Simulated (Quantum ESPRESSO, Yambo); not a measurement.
# A GW chain in Yambo: BN (P6_3/mmc), part 2 of 3

Wanted: ground state, empty states, screening and self-energy for BN (P6_3/mmc).

Quantum ESPRESSO 7.5 and Yambo 5.3.0; PBE and many-body steps on it, plane waves. Known limits of the many-body steps: not at the basis limit; coarse k mesh.

So far. Step 2 (Ground state): The gap is indirect, with the least direct gap 0.24 eV higher. Step 3 (Bands along the symmetry lines): The gap is 4.291 eV, −0.138 eV from the run before at this level.

## (4) Empty states on the mesh, 6×6×2 mesh, 434 bands

Level of this step: DFT, PBE, plane waves, norm-conserving pseudopotentials (Quantum ESPRESSO).

The sums over transitions need many empty states on a uniform mesh; this step solves for them.

The input, pw.in:

```
&control
  calculation = 'nscf'
  prefix = 'x'
  outdir = 'o'
  pseudo_dir = 'pseudo'
/
&system
  ibrav = 0
  nat = 4
  ntyp = 2
  ecutwfc = 72.0
  nbnd = 434
  force_symmorphic = .true.
/
&electrons
  conv_thr = 1e-9
  electron_maxstep = 80
  diago_full_acc = .true.
  diago_thr_init = 5e-6
/
ATOMIC_SPECIES
  B 10.81 B.upf
  N 14.007 N.upf
CELL_PARAMETERS angstrom
  2.5039900000 0.0000000000 0.0000000000
  -1.2519950000 2.1685189508 0.0000000000
  0.0000000000 0.0000000000 6.6612000000
ATOMIC_POSITIONS crystal
  B 0.3333333333 0.6666666667 0.2500000000
  B 0.6666666667 0.3333333333 0.7500000000
  N 0.3333333333 0.6666666667 0.7500000000
  N 0.6666666667 0.3333333333 0.2500000000
K_POINTS automatic
  6 6 2 0 0 0
```

Command:

```bash
$ OMP_NUM_THREADS=1 mpirun -n 4 pw.x -nk 4 -in pw.in > pw.out
```

Log:

```text
[banner, memory and clock lines left out]
Program PWSCF v.7.5 starts

     Atomic positions and unit cell read from directory:
     o/x.save/

     Message from routine setup:
     using ibrav=0 with symmetry is DISCOURAGED, use correct ibrav instead

     G-vector sticks info

     bravais-lattice index     =            0
     lattice parameter (alat)  =       4.7319  a.u.
     unit-cell volume          =     244.0871 (a.u.)^3
     number of atoms/cell      =            4
     number of atomic types    =            2
     number of electrons       =        16.00
     number of Kohn-Sham states=          434
     kinetic-energy cutoff     =      72.0000  Ry
     charge density cutoff     =     288.0000  Ry
     Exchange-correlation= PBE
                           (   1   4   3   4   0   0   0)

     celldm(1)=   4.731855  celldm(2)=   0.000000  celldm(3)=   0.000000
     celldm(4)=   0.000000  celldm(5)=   0.000000  celldm(6)=   0.000000

     crystal axes: (cart. coord. in units of alat)
               a(1) = (   1.000000   0.000000   0.000000 )
               a(2) = (  -0.500000   0.866025   0.000000 )
               a(3) = (   0.000000   0.000000   2.660234 )

     reciprocal axes: (cart. coord. in units 2 pi/alat)
               b(1) = (  1.000000  0.577350 -0.000000 )
               b(2) = (  0.000000  1.154701  0.000000 )
               b(3) = (  0.000000 -0.000000  0.375907 )
     Pseudo is Norm-conserving + core correction, Zval =  3.0
     Generated using ONCVPSP code by D. R. Hamann
     Using radial grid of 1534 points,  4 beta functions with:
     Pseudo is Norm-conserving + core correction, Zval =  5.0
     Generated using ONCVPSP code by D. R. Hamann
     Using radial grid of 1058 points,  4 beta functions with:
     B                 3.00    10.81000     B ( 1.00)
     N                 5.00    14.00700     N ( 1.00)

     12 Sym. Ops., with inversion, found

   Cartesian axes

     site n.     atom                  positions (alat units)
         1        B      tau(   1) = (  -0.0000000   0.5773503   0.6650586  )
         2        B      tau(   2) = (   0.5000000   0.2886751   1.9951757  )
         3        N      tau(   3) = (  -0.0000000   0.5773503   1.9951757  )
         4        N      tau(   4) = (   0.5000000   0.2886751   0.6650586  )

     number of k points=    14
                       cart. coord. in units 2pi/alat
        k(    1) = (   0.0000000   0.0000000   0.0000000), wk =   0.0277778
        k(    2) = (   0.0000000   0.0000000  -0.1879534), wk =   0.0277778
        k(    3) = (   0.0000000   0.1924501   0.0000000), wk =   0.1666667
[...]
k(   13) = (   0.3333333   0.5773503   0.0000000), wk =   0.0555556
        k(   14) = (   0.3333333   0.5773503  -0.1879534), wk =   0.0555556

     Dense  grid:    20149 G-vectors     FFT dimensions: (  25,  25,  72)

     The potential is recalculated from file :
     o/x.save/charge-density

     Starting wfcs are   16 randomized atomic wfcs +  418 random wfcs

     Band Structure Calculation

     End of band structure calculation

          k = 0.0000 0.0000 0.0000 (  2481 PWs)   bands (ev):

   -13.0802 -12.7926  -1.4957   0.5918   3.3561   3.3561   3.3924   3.3924
     9.9733  14.9618  16.3422  16.3422  16.4627  16.4627  16.9366  17.7012
    19.5458  21.2755  26.8926  29.9305  30.7674  33.1708  33.1708  33.5476
[...]
[... 43 further rows ...]
[...]
294.6044 294.6267

          k = 0.0000 0.0000-0.1880 (  2518 PWs)   bands (ev):

[...]
[... 43 further rows ...]
[...]
288.1763 288.1763

          k = 0.0000 0.1925 0.0000 (  2533 PWs)   bands (ev):

[...]
85.4592  85.6248  86.7855  87.9078  88.2001  88.5944  88.7066  89.6954
     [... 43 further rows ...]
   284.3636 288.9219 290.2668 290.3788 290.4783 290.7476 291.1213 291.4142
   291.9141 292.1162

          k = 0.0000 0.1925-0.1880 (  2542 PWs)   bands (ev):

     [... further k-points ...]

     highest occupied, lowest unoccupied level (ev):     4.6985    9.0127

     XML data file, pseudopotentials, collected wavefunctions
```

Elapsed: 95 s, on 4 MPI ranks of Intel Xeon Platinum 8259CL at 2.50GHz (Skylake/Cascade Lake), shared host; peak memory 0.69 GiB.

This step gave:

```
gap                                                           : 4.314 eV
k of the valence top                                          : 0.3333, 0.3333, -0.5
k of the conduction bottom                                    : 0, -0.5, 0
least direct gap                                              : 4.670 eV
k points computed                                             : 14
lowest point of the top converged band, above the valence top : 283.4777 eV
```

On this mesh the gap is 4.314 eV.

## (5) Conversion and set-up

This step: Yambo 5.3.0; conversion and set-up on PBE, plane waves, norm-conserving pseudopotentials.

The states are converted to the many-body program's format and the q mesh is built.

Command:

```bash
$ (cd o/x.save; p2y > p2y.log; mv SAVE ../..); yambo > setup.log
```

Log:

```text
 Yambo, version 5.3.0

 [02] CORE Variables Setup
 =========================

  [02.01] Unit cells
  ==================

  Cell kind             :  HCP
  Atoms in the cell     :  B  N
  number of B  atoms    :  2
  number of N  atoms    :  2

  List of atomic masses
  Mass of B     :  10.81000
  Mass of N     :  14.00700

  List of atomic coordinates    : [cc]
  B1       : -0.23659E-09   2.7319       3.1470      order 1
  B2       :  2.365928  1.365969  9.440883  order 2
  N1       : -0.23659E-09   2.7319       9.4409      order 3
  N2       :  2.365928  1.365969  3.146961  order 4

  Alat factors          :   4.73186   4.09791  12.58784 [a.u.]
  Direct lattice volume :  244.0871 [a.u.]
  Direct lattice vectors:  A[ 1 ]  A[ 2 ]  A[ 3 ]
   A[ 1 ]:  1.000000  0.000000  0.000000  [iru]
   4.731855  0.000000  0.000000  [cc]
   A[ 2 ]: -0.500000  1.000000  0.000000  [iru]
  -2.365928  4.097907  0.000000  [cc]
   A[ 3 ]:  0.000000  0.000000  1.000000  [iru]
    0.00000   0.00000  12.58784  [cc]

  Recip. lattice volume :  1.016236 [a.u.]
  Recip. lattice vectors:  B[ 1 ]  B[ 2 ]  B[ 3 ]
   B[ 1 ]:  1.000000  0.500000  0.000000  [iku]
   1.327848  0.766633 -0.000000  [cc]
   B[ 2 ]:  0.000000  1.000000  0.000000  [iku]
   0.000000  1.533267  0.000000  [cc]
   B[ 3 ]:  0.000000  0.000000  1.000000  [iku]
   0.000000 -0.000000  0.499147  [cc]

  [02.02] Symmetries
  ==================

  Inversion symmetry    : yes
  Spatial inversion     : yes
  Inversion index       :   7
  K-space Time-reversal : no
  Magnetic symmetries   : no
  Group table correct   : yes
  Symmetries units      :  [cc]

   [S  1]:   1.0000       0.0000       0.0000      0.23510E-16   1.0000       0.0000       0.0000       0.0000       1.0000
   [S  2]:   1.0000       0.0000       0.0000      0.23510E-16  -1.0000       0.0000       0.0000       0.0000      -1.0000
   [S  3]: -0.500000  0.866025  0.000000 -0.866025 -0.500000  0.000000  0.000000  0.000000  1.000000
[...]
[S 11]:  0.500000  0.866025  0.000000  0.866025 -0.500000  0.000000  0.000000  0.000000  1.000000
   [S 12]:  0.500000 -0.866025  0.000000 -0.866025 -0.500000  0.000000  0.000000  0.000000  1.000000

  [02.03] Reciprocal space
  ========================

  nG shells         :  1065
  nG charge         :  20149
  nG WFs            :   3377
  nC WFs            :  2542
  G-vecs. in first 80 shells:  [ Number ]
     1    3    5    7   13   25   37   39   51
    53   65   71   83   95  107  109  121  127
   139  151  163  175  187  189  201  213  225
[...]
857   881   883   907   931   943   955   967
  ...
  Shell energy in first 80 shells:  [ mHa ]
[...]
14105.4      14230.0      14332.3      14603.7      14792.3      15063.7      15073.4      15226.6      15280.9
[...]
K [12]         [rlu]:  0.166667  0.333333 -0.500000
[...]
K [13]         [rlu]:  0.333333  0.333333  0.000000
         WF components:  2508
  K [14]         [rlu]:  0.333333  0.333333 -0.500000
         WF components:  2514

  [02.05] Energies & Occupations
  ==============================

  [X] === General ===
  [X] Electronic Temperature                        :  0.000000  0.000000 [eV K]
  [X] Bosonic    Temperature                        :  0.000000  0.000000 [eV K]
  [X] Finite Temperature mode                       : no
  [X] El. density                                   :  0.44236E+24 [cm-3]
  [X] Fermi Level                                   :  4.698546 [eV]

  [X] === Gaps and Widths ===
  [X] Conduction Band Min                           :  4.314160 [eV]
  [X] Valence Band Max                              :  0.000000 [eV]
  [X] Filled Bands                                  :   8
  [X] Empty Bands                                   :     9   434
  [X] Direct Gap                                    :  4.669575 [eV]
  [X] Direct Gap localized at k                     :  14
  [X] Indirect Gap                                  :  4.314160 [eV]
  [X] Indirect Gap between kpts                     :  14   7
  [X] Last valence band width                       :  3.190982 [eV]
  [X] 1st conduction band width                     :  3.840425 [eV]

  E @ K [ 1]:  [eV]
  -17.77871 -17.49114  -6.19422  -4.10671  -1.34245  -1.34245  -1.30613  -1.30613
[...]
occ @ K [ 1]
[...]
E @ K [ 2]:  [eV]
[...]
occ @ K [ 2]
[...]
E @ K [ 3]:  [eV]
[...]
occ @ K [ 3]
[...]
E @ K [ 8]:  [eV]
[...]
occ @ K [ 8]
[...]
E @ K [ 9]:  [eV]
[...]
occ @ K [ 9]
[...]
E @ K [10]:  [eV]
[...]
occ @ K [10]
[...]
E @ K [11]:  [eV]
[...]
occ @ K [11]
[...]
E @ K [12]:  [eV]
[...]
occ @ K [12]
[...]
E @ K [13]:  [eV]
[...]
occ @ K [13]
[...]
E @ K [14]:  [eV]
[...]
occ @ K [14]
   2.000000  2.000000  2.000000  2.000000  2.000000  2.000000  2.000000  2.000000
   0.000000  0.000000  0.000000  0.000000  0.000000  0.000000  0.000000  0.000000

 [03] Transferred momenta grid and indexing
 ==========================================

 IBZ Q-points                                      :  14
 BZ  Q-points                                      :   72

 K/Q-points units:
 rlu = crystal or reduced units; cc = cartesian coordinates; iku = interal k-units

 Q [ 1]         [rlu]:  0.000000  0.000000  0.000000
 Q [ 2]         [rlu]:  0.000000  0.000000 -0.500000
 Q [ 3]         [rlu]:  0.45246E-17  0.16667       0.0000
[...]
Q [ 8]         [rlu]: -0.13574E-16 -0.50000     -0.50000
 Q [ 9]         [rlu]:  0.166667  0.166667  0.000000
 Q [10]         [rlu]:  0.166667  0.166667 -0.500000
 Q [11]         [rlu]:  0.166667  0.333333  0.000000
 Q [12]         [rlu]:  0.166667  0.333333 -0.500000
 Q [13]         [rlu]:  0.333333  0.333333  0.000000
 Q [14]         [rlu]:  0.333333  0.333333 -0.500000

  [03.01] X indexes
  =================

   [03.01.01] Sigma indexes
   ========================

 [06] Game Over & Game summary
```

Elapsed: 2.9 s, on 1 MPI rank; peak memory 0.24 GiB.

(Continued in part 3 of 3.)

[Paths, hosts, dates, memory and timing lines, banners, echoed tables and standing remarks are left out of the program output.]

[Logs are printed without paths, hosts, clocks, repeated set-up lines and the standing remarks that a program may print on its own settings, such as how far it seeks lower states.]

[Runs of the session that timed out or met a known fault of the program may be left out.]

[Hosts, paths, dates, database ids (printed as entryN), source tags and the programs' standing remarks are cut or masked in the printed files.]
